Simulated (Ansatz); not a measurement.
## How far is PAW off for NaH?

```
Na H
1.0
     0.04773    2.41029    2.41029
     2.41029    0.04773    2.41029
     2.41029    2.41029    0.04773
Na H
1 1
Cartesian
  0.0000 0.0000 0.0000
  2.4342 2.4342 2.4342
```

Atoms are numbered in the order listed.

The conventional cell has a = 3.341 Å, b = 3.341 Å, c = 8.432 Å, α = 90.00°, β = 90.00°, γ = 120.00°. Na (atom 1) has 6 H at 2.39 Å as nearest neighbours. H (atom 2) is surrounded by 6 Na at 2.39 Å.

The cell is the one relaxed in the Materials Project (mp-23870), not relaxed further here; entries there can be hypothetical. The listed cell was then made from it by scaling, straining or moving an atom.

Levels of theory: DFT, PBEsol, PAW with Ansatz's default frozen-core files, scalar-relativistic (Ansatz 0.2.0); DFT, PBEsol, all-electron PAW with datasets made for the crystal, scalar-relativistic (Ansatz 0.2.0); DFT, PBEsol, all-electron LAPW, scalar-relativistic (Ansatz 0.2.0).

For PAW: a Γ-centred 11×11×11 k mesh, Fermi–Dirac smearing of 0.02 eV, cutoff 420 eV, no spin polarisation; the PAW files were made with PBE, and the program remakes their frozen cores for this functional. The crystal-made all-electron datasets (AE datasets) take a cutoff of 180 eV at this cell. LAPW targets a basis error of 0.25 meV/atom. The Ansatz runs share mesh, smearing and spin set-up. Plane-wave (PAW) pressures include the program's estimate of the Pulay term.

Stress and pressure are positive in compression.

The change that made this cell: equal xy, yz and zx engineering shear strains of +2 %.

```csv
quantity,PAW,AE datasets,LAPW
pressure (GPa),0.29,0.28,0.29
stress yz (GPa),-0.47,-0.47,-0.47
stress xz (GPa),-0.47,-0.47,-0.47
stress xy (GPa),-0.47,-0.47,-0.47
band gap (eV),3.639,3.639,3.638
field gradient Vzz at Na1 (10²¹ V/m²),-0.13,-0.12,–
```

PAW's pressure differs from the LAPW value by about 0.01 GPa or less. Datasets made for the crystal and LAPW share parts of one code, so their agreement isn't an independent check.
